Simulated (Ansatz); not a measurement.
# Compressing Pd: a fit and a missing row

Pd, Fm-3m, a = 3.942 Å. Ansatz: PBE, PAW, 420 eV, Γ-centred 18×18×18 mesh on 1 atom, Gaussian smearing 0.10 eV; no spin polarisation. Symmetry fixes shape and atoms, so the cell is only scaled; pressure is positive in compression.

```tsv
V (Å³/atom)	P (GPa)
13.480	30.53
13.940	?
14.399	12.33
14.859	5.55
15.318	-0.03
15.778	-4.62
16.238	-8.38
16.850	-12.35
```

Problem. Take V0 = 15.318 Å³/atom, count pressures from its P0 = -0.03 GPa, fit the third-order Birch–Murnaghan form to the other rows, and predict the missing pressure.

Solution. With the Eulerian strain f = ½[(V0/V)^(2/3) − 1] and y = (P − P0)/[3f(1 + 2f)^(5/2)], the form is the line y = B0 + 1.5 B0 (B0′ − 4) f. Rows (f, y): 0.04448, 185.1; 0.02105, 176.6; 0.01024, 172.7; -0.00977, 164.5; -0.01907, 160.9; -0.03079, 156.3. Means f = 0.002690, y = 169.35; Σ(Δf)² = 0.003890, ΣΔfΔy = 1.498; the slope is their ratio. y = 168.3 + 385.0 f GPa, so B0 = 168.3 GPa and B0′ = 4 + 2 × (385.0)/(3 × 168.3) = 5.53. At V = 13.940, f = 0.03243, y = 180.79 and P = 20.55 GPa. The run gave 20.55 GPa, the same to the digits shown.